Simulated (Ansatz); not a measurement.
Runs of Ansatz 0.2.0 on In. The structure is cubic, space group Im-3m (No. 229). Conventional cell: a = 3.765 Å, b = 3.765 Å, c = 3.765 Å, α = 90.00°, β = 90.00°, γ = 90.00°. In (site symmetry m-3m) is surrounded by 8 In at 3.26 Å. This isn't the form of In at room conditions, which is tetragonal.

| task | level | cell | k mesh | cutoff (eV) | points for each segment of the path | gap on the mesh (eV) | pressure (GPa) |
| --- | --- | --- | --- | --- | --- | --- | --- |
| band structure | LDA | as given | 6 × 6 × 6 | 420 | 14 | none | (a) |
| band structure | r2SCAN | as given | 6 × 6 × 6 | 500 | 14 | none | -0.9 |
| single point | PBE0 | as given | 5 × 5 × 5 | 420 | - | none | - |
| relaxation of cell and atoms | PBEsol0 | relaxed | 5 × 5 × 5 | 420 | - | none | - |

Alike in all rows: potentials or basis Ansatz PAW; no spin polarisation; smearing fermi-dirac 0.05 eV; the mesh is coarse, so values aren't converged.

Fill in the values left out.

(a) -3.7.

Caveats: all runs use coarse meshes; the PAW data sets come from PBE, with cores solved anew for the run's functional, which leaves a small shift of forces and pressure; the plane-wave basis is chosen anew once the cell has moved, so the energies of steps on either side of that aren't comparable (some runs).

A k mesh can miss the band edges, and the runs leave out spin-orbit coupling on In.

A gap of «none» marks a metal or a gap under the smearing width.

Not every run made on this cell is shown here.
